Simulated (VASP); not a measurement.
Wanted: the native input for a VASP 6.6.1 run.

```yaml
Task: band structure
Functional: PBE
Potentials_or_basis: VASP PAW PBE potentials, release 64 (Ge_d)
Cutoff: 520 eV
k_mesh: 10 × 10 × 10
Occupations: gaussian, width 0.02 eV
Spin: no spin polarisation
Further_INCAR_settings: ALGO = Normal; EDIFF = 1e-07; NBANDS = 21
```

Crystal: Ge.

```xyz
2
Lattice="0.0000 2.8289 2.8289 2.8289 0.0000 2.8289 2.8289 2.8289 0.0000" Properties=species:S:1:pos:R:3 pbc="T T T"
Ge    0.0000    0.0000    0.0000
Ge    1.4145    1.4145    1.4145
```

The input as run:

POSCAR

```
Ge
1.0
    0.0000000000      2.8289100000      2.8289100000
    2.8289100000      0.0000000000      2.8289100000
    2.8289100000      2.8289100000      0.0000000000
Ge
2
Direct
    0.0000000000      0.0000000000      0.0000000000
    0.2500000000      0.2500000000      0.2500000000
```

INCAR.step1

```
SYSTEM = Ge
PREC = Accurate
ENCUT = 520
EDIFF = 1E-7
ISMEAR = 0
SIGMA = 0.02
LREAL = .False.
LASPH = .True.
NELM = 80
ALGO = Normal
ISIF = 2
LWAVE = .False.
LCHARG = .True.
GGA = PE
NBANDS = 21
```

KPOINTS.step1

```
Automatic mesh
0
Gamma
  10 10 10
  0 0 0
```

INCAR.step2

```
SYSTEM = Ge
PREC = Accurate
ENCUT = 520
EDIFF = 1E-7
ISMEAR = 0
SIGMA = 0.05
LREAL = .False.
LASPH = .True.
NELM = 80
ALGO = Normal
ISIF = 2
LWAVE = .False.
LCHARG = .False.
GGA = PE
NBANDS = 21
ICHARG = 11
```

KPOINTS.step2

```
path GXWKGLUWLK,UX
10
line-mode
reciprocal
 0.0000000000  0.0000000000  0.0000000000  G
 0.5000000000  0.0000000000  0.5000000000  X

 0.5000000000  0.0000000000  0.5000000000  X
 0.5000000000  0.2500000000  0.7500000000  W

 0.5000000000  0.2500000000  0.7500000000  W
 0.3750000000  0.3750000000  0.7500000000  K

 0.3750000000  0.3750000000  0.7500000000  K
 0.0000000000  0.0000000000  0.0000000000  G

 0.0000000000  0.0000000000  0.0000000000  G
 0.5000000000  0.5000000000  0.5000000000  L

 0.5000000000  0.5000000000  0.5000000000  L
 0.6250000000  0.2500000000  0.6250000000  U

 0.6250000000  0.2500000000  0.6250000000  U
 0.5000000000  0.2500000000  0.7500000000  W

 0.5000000000  0.2500000000  0.7500000000  W
 0.5000000000  0.5000000000  0.5000000000  L

 0.5000000000  0.5000000000  0.5000000000  L
 0.3750000000  0.3750000000  0.7500000000  K

 0.6250000000  0.2500000000  0.6250000000  U
 0.5000000000  0.0000000000  0.5000000000  X
```

Potentials or basis: VASP PAW PBE potentials, release 64 (Ge_d).

Launch:

```console
$ cat potpaw_PBE.64/Ge_d/POTCAR > POTCAR
$ cp INCAR.step1 INCAR
$ cp KPOINTS.step1 KPOINTS
$ mpirun -np 1 vasp_std > vasp.out
$ cp INCAR.step2 INCAR
$ cp KPOINTS.step2 KPOINTS
$ mpirun -np 1 vasp_std > vasp.out
```

Results of the run:

| Property | Result |
| --- | --- |
| Band gap on the k mesh | 0.03 eV, direct |
| Band gap along the path | 0.04 eV, direct |

Caveat: the log is that of the step along the path at fixed density, whose energy, stress, charges and moments have no meaning.

Run time: 39 s on 1 thread of Intel(R) Xeon(R) 6975P-C (Granite Rapids), with other jobs on the host, peak memory 0.2 GiB.
